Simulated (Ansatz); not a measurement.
# H-SiSi-Cl chair monolayer in a perpendicular field

Aim: how the H-SiSi-Cl chair monolayer screens a field along its normal, and what the field does to its bands. A positive field points along +c.

Method: plane-wave DFT, PBE-D3(BJ), Ansatz PAW (set soft_1); PAW set soft_1, in Ansatz 0.2.0.

**1. The starting structure**

The cell holds 4 atoms: 1 Cl, 2 Si and 1 H. Cell: a = 3.663 Å, b = 3.663 Å, c = 39.590 Å, α = 90.0°, β = 90.0°, γ = 120.0°. Vacuum lies along c.

**2. Relaxing the slab**

The starting cell is a guess, so the in-plane lattice and the atoms are relaxed first, with the slab cut off from its images along the normal.

input.yaml

```yaml
crystal:
  lattice:
    - [3.663, 0.0, 0.0]
    - [-1.8315, 3.1722510541, 0.0]
    - [0.0, 0.0, 39.5899999981]
  atoms:
    - { symbol: Cl, position: [0.6666666667, 0.3333333333, 0.4458196514] }
    - { symbol: Si, position: [0.6666666667, 0.3333333333, 0.4996211164] }
    - { symbol: Si, position: [0.3333333333, 0.6666666667, 0.5183127052] }
    - { symbol: H, position: [0.3333333333, 0.6666666667, 0.5541803486] }
  periodic: [true, true, false]
kpoints:
  mp_grid: { grid: [12, 12, 1] }
hamiltonian:
  xc: pbe
  dispersion: d3bj
  pseudopotentials: { kind: paw, azcp: { folder: soft_1 } }
scf:
  occupations: { method: fermi_dirac, width: 0.05 }
  convergence: { dr2_threshold: 1.0e-09 }
relax:
  f_tol: 0.004
  max_steps: 90
  cell: {}
output:
  write_potential: true
  write_density: true
  volumetric_format: npy
```

Started as:

```bash
ansatz run input.yaml --threads 2 --pin off --max-ram 3072MiB --backend cpu --events-out ev --progress --plain --runs-dir out
```

The runs that follow: single point, field 0; single point, field 0.1 V/Å; atoms held, field -0.1 V/Å; response, atoms held. Settings of the main run: cutoff 420 eV, 18×18×1 k-mesh, smearing width 0.02585 eV, 1 layers, stack H-SiSi-Cl chair monolayer, PAW set soft 1.

**Question.** What will these runs give for the gap without field; step between the vacuum levels; and equivalent conductor thickness, atoms held?

The induced dipole equals that of a perfect conductor 4.66 Å thick, while the outer atoms lie 4.31 Å apart; an out-of-plane ε follows only once a thickness t is chosen, by 1 − 1/ε = 4.66 Å / t. The two faces differ: the vacuum level above lies 1.11 eV lower than the one below. The gap stays within 0.01 eV of 1.87 eV over the fields run, up to 0.1 V/Å in size.

- gap without field: 1.87 eV
- ionisation energy, upper face: 4.89 eV
- electron affinity, upper face: 3.02 eV
- step between the vacuum levels: -1.11 eV
- equivalent conductor thickness, atoms held: 4.66 Å

Semilocal functionals give gaps that are too small, and excitons are not included.

[Logs are printed without paths, hosts, clocks, repeated set-up lines and the standing remarks that a program may print on its own settings, such as how far it seeks lower states.]

[Hosts, paths, dates, database ids (printed as entryN), source tags and the programs' standing remarks are cut or masked in the printed files.]

[Maps of the electrostatic potential energy from Ansatz leave out the sawtooth potential of an applied field or a dipole correction, so their vacuum need not be flat; planar profiles and work functions include it.]
